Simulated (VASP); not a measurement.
# Te2Mo (P2_1/m) in VASP: notebook

One crystal, Te2Mo, is run at these levels: PBE+D3(BJ); tasks: single point.

All numbers are computed with VASP 6.6.1; they aren't measurements. Logs are shortened: lines on timing, memory, paths and dates and some standing lists are left out, and cuts for length are marked.

## (1) The crystal as given

Symmetry: P2_1/m, No. 11, monoclinic system. The conventional cell has a = 6.234 Å, b = 3.404 Å, c = 12.679 Å, α = 90.00°, β = 95.08°, γ = 90.00°. Te (site symmetry m) is surrounded by 3 Mo at 2.68 to 2.69 Å. Te (site symmetry m) has 3 Mo at 2.74 to 2.75 Å as nearest neighbours. Around Te (site symmetry m) lie 3 Mo at 2.68 Å. Around Te (site symmetry m) lie 3 Mo at 2.74 to 2.75 Å. Mo (site symmetry m) has 6 Te at 2.68 to 2.75 Å and 2 Mo at 2.84 Å as nearest neighbours. Mo (site symmetry m) has 6 Te at 2.68 to 2.75 Å and 2 Mo at 2.85 Å as nearest neighbours.

## (2) Single point, PBE+D3(BJ)

Contents of INCAR:

```
SYSTEM = Te2Mo
ALGO     = Fast           ! electronic algorithm
EDIFF    = 1E-7           ! SCF threshold, eV
ENCUT    = 520            ! plane-wave cutoff, eV
GGA      = PE             ! functional
ISIF     = 2              ! what is computed and relaxed
ISMEAR   = 0              ! smearing method
IVDW     = 12             ! dispersion correction
LASPH    = .TRUE.         ! aspherical terms in the spheres
LCHARG   = .FALSE.        ! write CHGCAR
LREAL    = .FALSE.        ! projectors in reciprocal space
LWAVE    = .FALSE.        ! write WAVECAR
NBANDS   = 64             ! bands
NELM     = 100            ! most SCF steps
PREC     = Accurate       ! precision mode
SIGMA    = 0.05           ! smearing width, eV
```

Contents of KPOINTS:

```
k-points
0
G
  4 8 2
  0 0 0
```

Contents of POSCAR:

```
Te2Mo
1.0
    6.2334841515      0.0000000000     -0.0473144665
    0.0000000000      3.4039246407      0.0000000000
   -1.0264650896      0.0000000000     12.6377112550
Te Mo
8 4
Direct
    0.5539044550      0.7500000000      0.3380727645
    0.4460955450      0.2500000000      0.6619272355
    0.5925294142      0.2500000000      0.1111584318
    0.4074705858      0.7500000000      0.8888415682
    0.0989894076      0.7500000000      0.1627387802
    0.9010105924      0.2500000000      0.8372612198
    0.0474994617      0.2500000000      0.3883138754
    0.9525005383      0.7500000000      0.6116861246
    0.3190135368      0.7500000000      0.5058097997
    0.6809864632      0.2500000000      0.4941902003
    0.1839690156      0.2500000000      0.0086640528
    0.8160309844      0.7500000000      0.9913359472
```

Potentials or basis: VASP PAW PBE potentials, release 64 (Te, Mo_sv).

On the command line:

```console
$ cat potpaw_PBE.64/Te/POTCAR potpaw_PBE.64/Mo_sv/POTCAR > POTCAR
$ mpirun -np 1 vasp_std > vasp.out
```

OUTCAR:

```text
SYSTEM = Te2Mo
   EDIFF = 1E-7
   ENCUT = 520
   GGA = PE
   ISIF = 2
   ISMEAR = 0
   IVDW = 12
   LASPH = .TRUE.
   LREAL = .FALSE.
   NELM = 100
   PREC = Accurate
 IVDW          = 12

 ion  position               nearest neighbor table
   1  0.554  0.750  0.338-  10 2.68  10 2.68   9 2.69   3 3.37   3 3.37   5 3.44   7 3.52   7 3.52

   2  0.446  0.250  0.662-   9 2.68   9 2.68  10 2.69   4 3.37   4 3.37   6 3.44   8 3.52   8 3.52

   3  0.593  0.250  0.111-  12 2.74  12 2.74  11 2.75   1 3.37   1 3.37   4 3.41   4 3.41   5 3.60
                             5 3.60   5 3.63   5 3.63
   4  0.407  0.750  0.889-  11 2.74  11 2.74  12 2.75   2 3.37   2 3.37   3 3.41   3 3.41   6 3.60
                             6 3.60   6 3.63   6 3.63
   5  0.099  0.750  0.163-  12 2.68  11 2.68  11 2.68   7 3.37   7 3.37   1 3.44   3 3.60   3 3.60
                             3 3.63   3 3.63
   6  0.901  0.250  0.837-  11 2.68  12 2.68  12 2.68   8 3.37   8 3.37   2 3.44   4 3.60   4 3.60
                             4 3.63   4 3.63
   7  0.047  0.250  0.388-   9 2.74   9 2.74  10 2.75   5 3.37   5 3.37   8 3.40   8 3.40   1 3.52
                             1 3.52
   8  0.953  0.750  0.612-  10 2.74  10 2.74   9 2.75   6 3.37   6 3.37   7 3.40   7 3.40   2 3.52
                             2 3.52
   9  0.319  0.750  0.506-   2 2.68   2 2.68   1 2.69   7 2.74   7 2.74   8 2.75  10 2.84  10 2.84

  10  0.681  0.250  0.494-   1 2.68   1 2.68   2 2.69   8 2.74   8 2.74   7 2.75   9 2.84   9 2.84

  11  0.184  0.250  0.009-   6 2.68   5 2.68   5 2.68   4 2.74   4 2.74   3 2.75  12 2.85  12 2.85

  12  0.816  0.750  0.991-   5 2.68   6 2.68   6 2.68   3 2.74   3 2.74   4 2.75  11 2.85  11 2.85

  LATTYP: Found a simple monoclinic cell.
 ALAT       =     6.2336637161
 B/A-ratio  =     0.5460552246
 C/A-ratio  =     2.0340090964
 COS(beta)  =    -0.0885187000

  Lattice vectors:

 A1 = (   6.2334841515,   0.0000000000,  -0.0473144665)
 A2 = (   0.0000000000,   3.4039246407,   0.0000000000)
 A3 = (  -1.0264650896,   0.0000000000,  12.6377112550)

Analysis of symmetry for initial positions (statically):
=====================================================================
 Subroutine PRICEL returns:
 Original cell was already a primitive cell.

 Routine SETGRP: Setting up the symmetry group for a
 simple monoclinic supercell.

 Subroutine GETGRP returns: Found  4 space group operations
 (whereof  2 operations were pure point group operations)
 out of a pool of  4 trial point group operations.

The static configuration has the point symmetry S_2 .
 The point group associated with its full space group is C_2h.

Analysis of symmetry for dynamics (positions and initial velocities):
=====================================================================
 Subroutine PRICEL returns:
 Original cell was already a primitive cell.

 Routine SETGRP: Setting up the symmetry group for a
 simple monoclinic supercell.

 Subroutine GETGRP returns: Found  4 space group operations
 (whereof  2 operations were pure point group operations)
 out of a pool of  4 trial point group operations.

The dynamic configuration has the point symmetry S_2 .
 The point group associated with its full space group is C_2h.

 Subroutine INISYM returns: Found  4 space group operations
 (whereof  2 operations are pure point group operations),
 and found     1 'primitive' translations

----------------------------------------------------------------------------------------

                                     Primitive cell

  volume of cell :     267.9856

  direct lattice vectors                    reciprocal lattice vectors
     6.233484151  0.000000000 -0.047314466     0.160522890  0.000000000  0.013038052
     0.000000000  3.403924641  0.000000000     0.000000000  0.293778537  0.000000000
    -1.026465090  0.000000000 12.637711255     0.000600983  0.000000000  0.079177065

  length of vectors
     6.233663716  3.403924641 12.679328702     0.161051510  0.293778537  0.079179346

  position of ions in fractional coordinates (direct lattice)
     0.553904455  0.750000000  0.338072764
     0.446095545  0.250000000  0.661927236
     0.592529414  0.250000000  0.111158432
     0.407470586  0.750000000  0.888841568
     0.098989408  0.750000000  0.162738780
[... 34 lines left out ...]
     0.040130722  0.000000000  0.003259513     0.250000000  0.000000000  0.000000000
     0.000000000  0.036722317  0.000000000     0.000000000  0.125000000  0.000000000
     0.000300492  0.000000000  0.039588533     0.000000000  0.000000000  0.500000000

  Length of vectors
     0.040262878  0.036722317  0.039589673

  Shift w.r.t. Gamma in fractional coordinates (k-lattice)
     0.000000000  0.000000000  0.000000000

 Subroutine IBZKPT returns following result:
 ===========================================

 Found     30 irreducible k-points:

 Following reciprocal coordinates:
            Coordinates               Weight
  0.000000  0.000000  0.000000      1.000000
  0.250000  0.000000 -0.000000      2.000000
  0.500000  0.000000 -0.000000      1.000000
  0.000000  0.125000  0.000000      2.000000
  0.250000  0.125000 -0.000000      4.000000
  0.500000  0.125000 -0.000000      2.000000
[... 16 lines left out ...]
  0.250000  0.250000  0.500000      4.000000
  0.500000  0.250000  0.500000      2.000000
 [... further k-points ...]
   k-points           NKPTS =     30   k-points in BZ     NKDIM =     30   number of bands    NBANDS=     64
   number of dos      NEDOS =    301   number of ions     NIONS =     12
   total plane-waves  NPLWV = 129024
   dimension x,y,z NGX =    48 NGY =   28 NGZ =   96
   dimension x,y,z NGXF=    96 NGYF=   56 NGZF=  192
   ions per type =               8   4
   NGX,Y,Z   is equivalent  to a cutoff of  12.80, 13.68, 12.59 a.u.
   NGXF,Y,Z  is equivalent  to a cutoff of  25.60, 27.35, 25.17 a.u.
 SYSTEM =  Te2Mo
   PREC   = accura    normal or accurate (medium, high low for compatibility)
   ISTART =      0    job   : 0-new  1-cont  2-samecut
   ICHARG =      2    charge: 1-file 2-atom 10-const
   ISPIN  =      1    spin polarized calculation?
   LNONCOLLINEAR =      F non collinear calculations
   LSORBIT =      F    spin-orbit coupling
   LASPH  =      T    aspherical Exc in radial PAW
   ENCUT  =  520.0 eV  38.22 Ry    6.18 a.u.  11.59  6.33 23.58*2*pi/ulx,y,z
   NELM   =    100;   NELMIN=  2; NELMDL= -5     # of ELM steps
   EDIFF  = 0.1E-06   stopping-criterion for ELM
   LREAL  =      F    real-space projection
   EDIFFG = 0.1E-05   stopping-criterion for IOM
   NSW    =      0    number of steps for IOM
   IBRION =     -1    ionic relax: 0-MD 1-quasi-New 2-CG
   NFREE  =      0    steps in history (QN), initial steepest desc. (CG)
   ISIF   =      2    stress and relaxation
   ISYM   =      2    0-nonsym 1-usesym 2-fastsym
   POTIM  = 0.5000    time-step for ionic-motion
   TEBEG  =    0.0;   TEEND  =   0.0 temperature during run
   PSTRESS=    0.0 pullay stress
   NELECT =     104.0000    total number of electrons
   NUPDOWN=      -1.0000    fix difference up-down
   EMIN   =  10.00;   EMAX   =-10.00  energy-range for DOS
   EFERMI =   0.00;   METHOD = LEGACY
   ISMEAR =     0;   SIGMA  =   0.05  broadening in eV -4-tet -1-fermi 0-gaus
   EFERMI_NEDOS =   21; number of points for ismear=-14 and -15
   IALGO  =     68    algorithm
   IMIX   =      4    mixing-type and parameters
     AMIX     =   0.40;   BMIX     =  1.00
     AMIX_MAG =   1.60;   BMIX_MAG =  1.00
  volume/ion in A,a.u.               =      22.33       150.70
  Fermi-wavevector in a.u.,A,eV,Ry     =   1.194122  2.256564 19.400929  1.425928
  Thomas-Fermi vector in A             =   2.330120
   LORBIT       =      0    0 simple, 1 ext, 2 COOP (PROOUT), +10 PAW based schemes
   GGA     = PE    functional components
   LHFCALC =     F    Hartree Fock is set to
   AEXX    =    0.0000 exact exchange contribution
   IVDW    =    12    specifies the selected vdW correction
   LEPSILON=     F    determine dielectric tensor
   LRPA    =     F    only Hartree local field effects (RPA)
 non-spin polarized calculation
 RMM-DIIS sequential band-by-band and
 Gauss-broadening in eV      SIGMA  =   0.05
  energy-cutoff  :      520.00
  volume of cell :      267.99
 maximum number of plane-waves:      7240
 NGX is ok and might be reduce to    48
   NGX = 23   NGY = 13   NGZ = 47

 number of electron     104.0000001 magnetization

 Free energy of the ion-electron system (eV)
  ---------------------------------------------------
  ext. energy  EPLUGINS =         0.00000000
  ---------------------------------------------------
  free energy    TOTEN  =       -70.64451062 eV

  energy without entropy =      -70.63951178  energy(sigma->0) =      -70.64201120

 E-fermi :  10.1335     XC(G=0): -11.0733

 val. band max:       10.1275975602   @ k =   0.0000   0.1250   0.0000
 cond. band min:      10.1417136921   @ k =   0.0000   0.2500   0.5000
 fundamental gap:      0.0141161319
 Fermi energy:        10.1335376297

 k-point     1 :       0.0000    0.0000    0.0000
  band No.  band energies     occupation
      1     -50.9815      2.00000
      2     -50.9488      2.00000
      3     -50.9084      2.00000
      4     -50.8781      2.00000
      5     -25.2952      2.00000
      6     -25.2621      2.00000
[... 1597 lines left out ...]
     63      12.3063      0.00000
     64      12.7622      0.00000

 [... further k-points ...]

------------------------ aborting loop because EDIFF is reached ----------------------------------------

 Edisp (eV)   -7.20342

 E8    (eV) :    -3.3176

  FORCE on cell =-STRESS in cart. coord.  units (eV):
  Direction    XX          YY          ZZ          XY          YZ          ZX
  --------------------------------------------------------------------------------------
  -------------------------------------------------------------------------------------
  Total       9.96725     9.87604     9.86044     0.00000     0.00000     0.01147
  in kB      59.59016    59.04483    58.95156     0.00000     0.00000     0.06856
  external pressure =       59.20 kB  Pullay stress =        0.00 kB

 VOLUME and BASIS-vectors are now :
 -----------------------------------------------------------------------------
  energy-cutoff  :      520.00
  volume of cell :      267.99
      direct lattice vectors                 reciprocal lattice vectors
     6.233484151  0.000000000 -0.047314466     0.160522890  0.000000000  0.013038052
     0.000000000  3.403924641  0.000000000     0.000000000  0.293778537  0.000000000
    -1.026465090  0.000000000 12.637711255     0.000600983  0.000000000  0.079177065

 POSITION                                       TOTAL-FORCE (eV/Angst)
 -----------------------------------------------------------------------------------
      3.10573      2.55294      4.24626        -0.004082      0.000000     -0.011495
      2.10128      0.85098      8.34414         0.004082     -0.000000      0.011495
      3.57942      0.85098      1.37675        -0.003838      0.000000      0.010216
      1.62760      2.55294     11.21364         0.003838      0.000000     -0.010216
      0.45000      2.55294      2.05196        -0.002387      0.000000      0.013451
      4.75702      0.85098     10.53843         0.002387      0.000000     -0.013451
     -0.10250      0.85098      4.90515        -0.000087     -0.000000     -0.012678
      5.30952      2.55294      7.68525         0.000087      0.000000      0.012678
      1.46937      2.55294      6.37718        -0.016425      0.000000      0.002763
      3.73765      0.85098      6.21321         0.016425      0.000000     -0.002763
      1.13787      0.85098      0.10079         0.014607      0.000000     -0.001204
      4.06914      2.55294     12.48961        -0.014607      0.000000      0.001204
 -----------------------------------------------------------------------------------
    total drift:                                0.000000      0.000000     -0.000000

  FREE ENERGIE OF THE ION-ELECTRON SYSTEM (eV)
  ---------------------------------------------------
  free  energy   TOTEN  =       -77.8479298313 eV

  energy  without entropy=      -77.8429309905  energy(sigma->0) =      -77.84543041
```

Wall time 13 min (1 thread of Intel Xeon Platinum 8375C at 2.90GHz (Ice Lake), shared host); peak memory 0.59 GiB.

Results:

| Item | Value |
| --- | --- |
| Free energy | -77.8479 eV |
| Pressure | 5.9 GPa |
| Largest force | 0.017 eV/Å |
| Band gap on the k mesh | none (metal or under the smearing width) |
| Dispersion energy per atom | -0.600 eV |

Forces in eV/Å, atoms in the order of the input:
```
Te  -0.004  0.000 -0.011
Te   0.004  0.000  0.011
Te  -0.004  0.000  0.010
Te   0.004  0.000 -0.010
Te  -0.002  0.000  0.013
Te   0.002  0.000 -0.013
Te   0.000  0.000 -0.013
Te   0.000  0.000  0.013
Mo  -0.016  0.000  0.003
Mo   0.016  0.000 -0.003
Mo   0.015  0.000 -0.001
Mo  -0.015  0.000  0.001
```

Caveat: pairwise dispersion overbinds metals, which lowers pressure and volume.

[end of part 1 of 2]
